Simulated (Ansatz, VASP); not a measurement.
# C9O in VASP and in Ansatz

```
C O
1.0
     2.51292    0.00000    0.00000
    -1.25646    2.17625    0.00000
     0.00000    0.00000   26.81833
C O
9 1
Direct
  0.33333 0.66667 0.31695
  0.00000 0.00000 0.33607
  0.00000 0.00000 0.39345
  0.66667 0.33333 0.41258
  0.66667 0.33333 0.48209
  0.33333 0.66667 0.48994
  0.33333 0.66667 0.61435
  0.00000 0.00000 0.61445
  0.66667 0.33333 0.73487
  0.66667 0.33333 0.77714
```

Alike in both runs: functional PBEsol; k mesh 12 × 12 × 1; occupations gaussian, width 0.05 eV; no spin polarisation.

Ansatz relaxed the structure, and its values are those at the end. VASP's run is a single point on that final structure, the one shown.

|  | VASP | Ansatz |
| --- | --- | --- |
| version | VASP 6.6.1 | Ansatz 0.2.0 |
| potentials or method | VASP PAW PBE potentials, release 64 (C, O) | scalar-relativistic, plane waves, PAW |
| plane-wave cutoff (eV) | 520 | 420 |
| valence electrons in the cell | 42 | 42 |

```csv
,VASP,Ansatz,Ansatz less VASP
gap on the k mesh at the Fermi level (eV),none,none,-
rms of the force components (eV/Å),1.507,1.488,-0.0190
```

A gap of «none» marks a metal or a gap that the smearing closes. The functional is the same, so the differences come from potentials, cutoffs and numerics.

Caveats: the standard files for N, O and F lose accuracy on very short bonds; the PAW data sets were made with another functional, which shifts forces and pressure a little (VASP).
